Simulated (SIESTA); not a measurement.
The system is SiNi3.

```
Ni Si
1.0
     3.54200    0.00000    0.00000
     0.00000    3.54200    0.00000
     0.00000    0.00000    3.54200
Ni Si
3 1
Direct
  0.50000 0.50000 0.00000
  0.50000 0.00000 0.50000
  0.00000 0.50000 0.50000
  0.00000 0.00000 0.00000
```

* Program: SIESTA 5.4.2
* Task: single point
* Functional: PBE
* Potentials or basis: PseudoDojo 0.4 standard (PBE files)
* Basis: DZP (energy shift 0.003 Ry; two zetas on semicore shells)
* Grid cutoff: 800 Ry
* Energy shift: 0.003 Ry
* k mesh: 8 × 8 × 8
* Occupations: fermi-dirac, width 0.05 eV
* Spin: collinear spin, ferromagnetic start
* Starting moments: [1.0, 1.0, 1.0, 0.0] μB

On this cell: pressure -5.6 GPa; largest force zero by symmetry; net moment 0.00 μB per cell; band gap on the k mesh none (metal or under the smearing width).

The same run follows on a disturbed copy (atoms moved at random, drawn with an rms of 0.05 Å):

```
CELL_PARAMETERS angstrom
3.54200 0.00000 0.00000
0.00000 3.54200 0.00000
0.00000 0.00000 3.54200
ATOMIC_POSITIONS crystal
Ni 0.48864 0.48383 0.99844
Ni 0.49304 0.99869 0.50543
Ni 0.01055 0.49736 0.48845
Si 0.99628 0.00640 0.00201
```

Question: What does the disturbed cell give?

Answer: The energy (extrapolated to zero smearing) moves by +14.0 meV/atom; pressure -4.7 GPa; largest force 0.929 eV/Å; net moment 0.00 μB per cell; band gap on the k mesh none (metal or under the smearing width).

Forces on the atoms (eV/Å):
```
Ni   0.544  0.513 -0.043
Ni   0.460 -0.389 -0.180
Ni  -0.864  0.149  0.307
Si  -0.143 -0.273 -0.083
```

Stress tensor (GPa, compression positive):
```
-4.76  0.10 -0.20
 0.10 -4.72  0.32
-0.20  0.32 -4.63
```

Caveats: short orbitals over semicore shells can move pressures by several GPa; the basis of atomic orbitals isn't converged, which shifts pressures, moduli and gaps.
